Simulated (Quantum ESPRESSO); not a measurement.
Input of a Quantum ESPRESSO 7.5 run:

File pw.in:

```
&CONTROL
  calculation = 'vc-relax'
  prefix = 'pwscf'
  outdir = './tmp'
  pseudo_dir = './pseudo'
  tprnfor = .true.
  tstress = .true.
  disk_io = 'low'
  nstep = 40
  forc_conv_thr = 0.0004
  etot_conv_thr = 1d-05
/
&SYSTEM
  ibrav = 0
  nat = 2
  ntyp = 2
  ecutwfc = 74
  nbnd = 20
  occupations = 'smearing'
  smearing = 'fd'
  degauss = 0.00367493
/
&ELECTRONS
  conv_thr = 4d-10
  electron_maxstep = 120
  mixing_beta = 0.5
/
&IONS
  ion_dynamics = 'bfgs'
/
&CELL
  cell_dynamics = 'bfgs'
  press = 0
  press_conv_thr = 0.3
/
ATOMIC_SPECIES
In   114.8180 In.upf
P     30.9738 P.upf
CELL_PARAMETERS angstrom
   0.0000000000    2.9305000000    2.9305000000
   2.9305000000    0.0000000000    2.9305000000
   2.9305000000    2.9305000000    0.0000000000
ATOMIC_POSITIONS crystal
In     0.0000000000    0.0000000000    0.0000000000
P      0.7500000000    0.7500000000    0.7500000000
K_POINTS automatic
8 8 8 0 0 0
```

Potentials or basis: PseudoDojo 0.4.1 SR LDA stringent.

Run with:

```bash
$ OMP_NUM_THREADS=1 pw.x -in pw.in > pw.out
```

(1) What does it give for the space group after relaxing (to 0.05 Å)?

(2) Estimate the relaxed cell.

(3) Predict the relaxed volume.

(4) What does it give for the band gap on the k mesh?

Answers

(1) F-43m (No. 216).

(2) a = 4.112 Å, b = 4.112 Å, c = 4.112 Å, α = 60.00°, β = 60.00°, γ = 60.00°.

(3) 24.58 Å³/atom.

(4) 0.61 eV, direct.

Caveat: spin-orbit coupling is left out, which moves the levels of the heavy elements.
